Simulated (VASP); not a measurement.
# A VASP 6.6.1 single-point calculation on GaN

INCAR

```
ENCUT = 520
ISIF = 2
LASPH = .TRUE.
ISMEAR = -1
PREC = Single
SIGMA = 0.02
LREAL = .FALSE.
NELM = 69
NSW = 0
LCHARG = .FALSE.
EDIFF = 1E-7
IBRION = -1
LWAVE = .FALSE.
GGA = PE
NBANDS = 16
```

KPOINTS

```
KPOINTS created by Atomic Simulation Environment
0
Gamma
8 8 8
0 0 0
```

POSCAR

```
Ga N
 1.0000000000000000
     0.0529000000000000    2.3317000000000001    2.3327000000000000
     2.3218999999999999    0.0626000000000000    2.3230000000000000
     2.2841999999999998    2.2843000000000000    0.1003000000000000
 Ga  N
   1   1
Cartesian
  2.3405774499999996  4.5766333200000000  2.4419050600000003
  1.1627260300000000  1.1379288600000002  1.1947945599999998
```

The recommended PBE PAW datasets give the neutral cell 18 valence electrons.

Command

```
mpirun -np 1 vasp_std
```

How does this run end, and what does it give?

It converged. Results: gap between bands v and c on the k mesh 1.35 eV; least direct gap on the k mesh 1.35 eV; pressure 0.4 GPa; largest force 0.45 eV/Å. Band v is the last that the valence electrons fill when counted band by band, and c is the next.

OSZICAR

```
N       E                     dE             d eps       ncg     rms          rms(c)
DAV:   1     0.825942733922E+02    0.82594E+02   -0.92946E+03  9280   0.201E+03
DAV:   2    -0.804264391582E+01   -0.90637E+02   -0.84198E+02  9488   0.328E+02
DAV:   3    -0.140006245009E+02   -0.59580E+01   -0.59351E+01  9672   0.709E+01
DAV:   4    -0.140715534348E+02   -0.70929E-01   -0.70917E-01 10504   0.837E+00
DAV:   5    -0.140725281591E+02   -0.97472E-03   -0.97472E-03  9936   0.874E-01    0.764E+00
DAV:   6    -0.121061518874E+02    0.19664E+01   -0.50029E+00 12544   0.391E+01    0.270E+00
DAV:   7    -0.121105254086E+02   -0.43735E-02   -0.30703E-01  9112   0.673E+00    0.176E+00
DAV:   8    -0.121064840544E+02    0.40414E-02   -0.64788E-02  9240   0.320E+00    0.826E-01
DAV:   9    -0.121020410268E+02    0.44430E-02   -0.13792E-02 12520   0.255E+00    0.225E-01
DAV:  10    -0.121024489748E+02   -0.40795E-03   -0.13993E-03  9096   0.466E-01    0.116E-01
DAV:  11    -0.121023610574E+02    0.87917E-04   -0.23603E-04 12152   0.244E-01    0.860E-03
DAV:  12    -0.121023658078E+02   -0.47504E-05   -0.26304E-05  9600   0.475E-02    0.611E-03
DAV:  13    -0.121023657161E+02    0.91714E-07   -0.61731E-07 10688   0.136E-02
   1 F= -.12102366E+02 E0= -.12102366E+02  d E =-.327244E-12
```

For comparison, a separate PBE run of the intended cell, on usual settings and not on those above, gives a gap of 1.35 eV on its mesh and a pressure of 0.4 GPa.
